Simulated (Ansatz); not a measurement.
A 4-atom cell of AgBr (Fm-3m) from a materials database, relaxed with r2SCAN in the PAW code Ansatz. Space group Fm-3m (No. 225), cubic; a = 5.786 Å in the conventional setting, 24.21 Å³ an atom. Ag is surrounded by 6 Br at 2.89 Å; Br is surrounded by 6 Ag at 2.89 Å.

The axes x, y and z are those of this cell:
```
CELL_PARAMETERS angstrom
4.09212 0.00000 0.04146
0.00000 4.09190 0.00000
-0.05767 0.00000 5.78353
ATOMIC_POSITIONS crystal
Ag 0.74997 0.75000 0.74998
Ag 0.25003 0.25000 0.25002
Br 0.24998 0.25000 0.75000
Br 0.75002 0.75000 0.25000
```

Unstrained: With PBE the valence top lies at N and the conduction bottom at Γ, 0.676 eV higher; the smallest vertical gap, at Γ, is 2.526 eV. The r2SCAN gap is indirect, 1.291 eV (N to Γ), below the direct gap of 3.202 eV at Γ. With HSE06 the valence top lies at N and the conduction bottom at Γ, 2.029 eV higher; the smallest vertical gap, at Γ, is 3.774 eV. Meshes: PBE 6×6×4, r2SCAN 6×6×4, HSE06 4×4×4. Strains are changes of length per length. After each strain the atoms were relaxed again with r2SCAN within the symmetry that the strain leaves, so tilts or polar shifts that break it weren't tested; points keep the names that they have in the unstrained zone. The values are computed, spin-unpolarised, and not measurements.

Question: Apply biaxial -0.35 % in x and y, z held. How far does the gap move, against the unstrained cell?

Answer: PBE: the gap goes from 0.676 to 0.667 eV (-0.009 eV). r2SCAN: the gap goes from 1.291 to 1.283 eV (-0.008 eV). HSE06: the gap goes from 2.029 to 2.022 eV (-0.007 eV). The r2SCAN energy rises by 0.2 meV an atom.

Question: Apply uniaxial -0.34 % along y, other directions held. How far does the gap move, against the unstrained cell?

Answer: PBE: the gap goes from 0.676 to 0.672 eV (-0.004 eV). r2SCAN: the gap goes from 1.291 to 1.287 eV (-0.004 eV). HSE06: the gap goes from 2.029 to 2.028 eV (-0.001 eV). The r2SCAN energy rises by 0.0 meV an atom.

Spin-orbit coupling is left out.

The meshes of the hybrids are coarse, so their gaps aren't converged to the digits shown.
